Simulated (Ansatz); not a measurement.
The system is ZnS.

```
CELL_PARAMETERS angstrom
0.00000 2.70200 2.70200
2.70200 0.00000 2.70200
2.70200 2.70200 0.00000
ATOMIC_POSITIONS crystal
Zn 0.75000 0.75000 0.75000
S 0.00000 0.00000 0.00000
```

| Quantity | Value |
| --- | --- |
| Program | Ansatz 0.2.0 |
| Task | relaxation of cell and atoms |
| Functional | revPBE |
| Dispersion | D3(BJ) |
| Potentials or basis | all-electron LAPW, scalar-relativistic |
| Basis error allowed | 0.001 eV/atom |
| k mesh | 9 × 9 × 9 |
| Occupations | fermi-dirac, width 0.05 eV |
| Spin | no spin polarisation |

At the start: volume 19.73 Å³/atom.

**Question.** How do energy, volume and symmetry change on relaxing?

**Answer.** Over 5 steps the energy falls by 4.0 meV/atom and the volume is 19.15 Å³/atom (-2.9 %); space group F-43m (No. 216, to 0.05 Å).

The path:
| step | energy change (eV) | largest force (eV/Å) | volume (Å³) |
| --- | --- | --- | --- |
| 1 | 0.0000 | 0.0000 | 39.45 |
| 2 | -0.0064 | 0.0000 | 38.80 |
| 3 | -0.0079 | 0.0000 | 38.28 |
| 4 | -0.0079 | 0.0000 | 38.31 |
| 5 | -0.0079 | 0.0000 | 38.31 |

Final structure:
```cif
data_structure
_symmetry_space_group_name_H-M 'P 1'
_symmetry_Int_Tables_number 1
_cell_length_a 3.7839
_cell_length_b 3.7839
_cell_length_c 3.7839
_cell_angle_alpha 60.000
_cell_angle_beta 60.000
_cell_angle_gamma 60.000
_cell_volume 38.31
loop_
_atom_site_label
_atom_site_type_symbol
_atom_site_fract_x
_atom_site_fract_y
_atom_site_fract_z
_atom_site_occupancy
Zn1 Zn 0.75000 0.75000 0.75000 1
S1 S 0.00000 0.00000 0.00000 1
```
